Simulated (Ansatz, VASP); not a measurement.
**Ni3O in VASP and in Ansatz**

```
Ni O
1.0
     3.48358    0.00000    0.00000
     0.00000    3.48358    0.00000
     0.00000    0.00000    3.48358
Ni O
3 1
Direct
  0.00000 0.50000 0.50000
  0.50000 0.50000 0.00000
  0.50000 0.00000 0.50000
  0.00000 0.00000 0.00000
```

Change from the starting cell: species swapped into the NdHo3 type (Pm-3m, No. 221).

Alike in both runs: functional PBE; k mesh 6 × 6 × 6; occupations gaussian, width 0.1 eV; collinear spin.

Ansatz relaxed the structure, and its values are those at the end. VASP's run is a single point on that final structure, the one shown.

```csv
,VASP,Ansatz
version,VASP 6.6.1,Ansatz 0.2.0
potentials or method,"VASP PAW PBE potentials, release 64 (Ni, O)","scalar-relativistic, plane waves, PAW"
plane-wave cutoff (eV),520,420
valence electrons in the cell,36,60
```

Ansatz gave:

| Quantity | Value |
| --- | --- |
| gap on the k mesh at the Fermi level (eV) | none |
| pressure (GPa) | 0.0 |
| net moment per atom (μB) | 0.76 |
| size of the moment on the site where the two differ most (μB) | 0.93 |

What did VASP give for the same quantities?

gap on the k mesh at the Fermi level (eV): none; pressure (GPa): -0.4; net moment per atom (μB): 0.73; size of the moment on the site where the two differ most (μB): 0.89.

Site moments also hang on the region over which each program counts them. A gap of «none» marks a metal or a gap that the smearing closes. With one functional, cell and mesh, what is left measures potentials, basis and numerics. The two sets of potentials don't hold the same shells in valence.

Caveats: semilocal functionals often make such compounds metallic where correlation or magnetic order opens a gap, which also shifts bond lengths.
